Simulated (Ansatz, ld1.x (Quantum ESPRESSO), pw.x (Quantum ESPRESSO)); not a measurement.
**pw.x on bcc Sr: one setting changed**

Potential: ultrasoft, ld1.x (Quantum ESPRESSO) 7.5, PBE; core [Ar] 3d10, reference 4s2 4p6 4d0 5s2 5p0; waves: 4s (bound): rcut 1.75, rcutus 1.95 bohr; 5s (bound): rcut 1.75, rcutus 1.95 bohr; 4p (bound): rcut 2.30, rcutus 2.45 bohr; 5p (bound, empty): rcut 2.30, rcutus 2.45 bohr; 4d (bound, empty): rcut 2.30, rcutus 3.10 bohr; 4d channel at 0.75 Ry: rcut 2.30, rcutus 3.10 bohr; local part: all-electron potential smoothed inside 2.20 bohr (lloc = -2); core correction: none; augmentation: PSQ, inside the norm-conserving radii.

The reference run (k-mesh 10³, cutoffs 40/320 Ry, Fermi–Dirac 0.01 Ry, mixing_beta 0.4, conv_thr 1e-9, no spin) gives -0.01 GPa at 54.586 Å³/atom, where all-electron LAPW gives 0.01 GPa. This run, with its own iteration cap, changes conv_thr to 1e-18, a wrong or extreme entry chosen on purpose.

```
&control
  calculation='scf', prefix='x', pseudo_dir='./', outdir='./tmp', tstress=.true., disk_io='none'
/
&system
  ibrav=0, nat=1, ntyp=1, ecutwfc=40, ecutrho=320, nbnd=12,
  occupations='smearing', smearing='fd', degauss=0.01
/
&electrons
  conv_thr=1e-18, mixing_beta=0.4, electron_maxstep=70
/
ATOMIC_SPECIES
Sr 1.0 Sr.UPF
CELL_PARAMETERS angstrom
  -2.38968373 2.38968373 2.38968373
  2.38968373 -2.38968373 2.38968373
  2.38968373 2.38968373 -2.38968373
ATOMIC_POSITIONS crystal
Sr 0.0000 0.0000 0.0000
K_POINTS automatic
10 10 10 0 0 0
```

```bash
pw.x < Sr.scf.in > Sr.scf.out
```

How does the run end?

It converges in 31 iterations; the free energy moves by +0.0 meV/atom and the pressure by +0.00 GPa. The result is that of the reference run.

```
Message from routine setup:
     using ibrav=0 with symmetry is DISCOURAGED, use correct ibrav instead
     lattice parameter (alat)  =       7.8217  a.u.
     unit-cell volume          =     368.3646 (a.u.)^3
     number of electrons       =        10.00
     number of Kohn-Sham states=           12
     kinetic-energy cutoff     =      40.0000  Ry
     charge density cutoff     =     320.0000  Ry
     scf convergence threshold =      1.0E-18
     Exchange-correlation= PBE
     number of k points=    47  Fermi-Dirac smearing, width (Ry)=  0.0100
     iteration #  1     ecut=    40.00 Ry     beta= 0.40
     total energy              =     -62.32387626 Ry
     estimated scf accuracy    <       0.00244451 Ry
     iteration #  2     ecut=    40.00 Ry     beta= 0.40
     total energy              =     -62.32404673 Ry
     estimated scf accuracy    <       0.00070499 Ry
     iteration #  3     ecut=    40.00 Ry     beta= 0.40
     total energy              =     -62.32418360 Ry
     estimated scf accuracy    <       0.00006619 Ry
     [... 25 iterations left out ...]
     iteration # 29     ecut=    40.00 Ry     beta= 0.40
     total energy              =     -62.32420662 Ry
     estimated scf accuracy    <          6.4E-18 Ry
     iteration # 30     ecut=    40.00 Ry     beta= 0.40
     total energy              =     -62.32420662 Ry
     estimated scf accuracy    <          3.2E-18 Ry
     iteration # 31     ecut=    40.00 Ry     beta= 0.40
     the Fermi energy is     5.0486 ev
!    total energy              =     -62.32420662 Ry
     estimated scf accuracy    <          4.0E-20 Ry
     smearing contrib. (-TS)   =      -0.00605572 Ry
     The total energy is F=E-TS. E is the sum of the following terms:
     one-electron contribution =     -27.99266552 Ry
     hartree contribution      =      14.55460841 Ry
     xc contribution           =      -8.58607114 Ry
     ewald contribution        =     -40.29402265 Ry
     convergence has been achieved in  31 iterations
          total   stress  (Ry/bohr**3)                   (kbar)     P=       -0.14
     Message from routine punch:
     Nothing written, as per user request (disk_io='none')
```

The run took about 36 s on one core of a shared host (Neoverse-V1, 32 threads, 247 GiB, load 40).
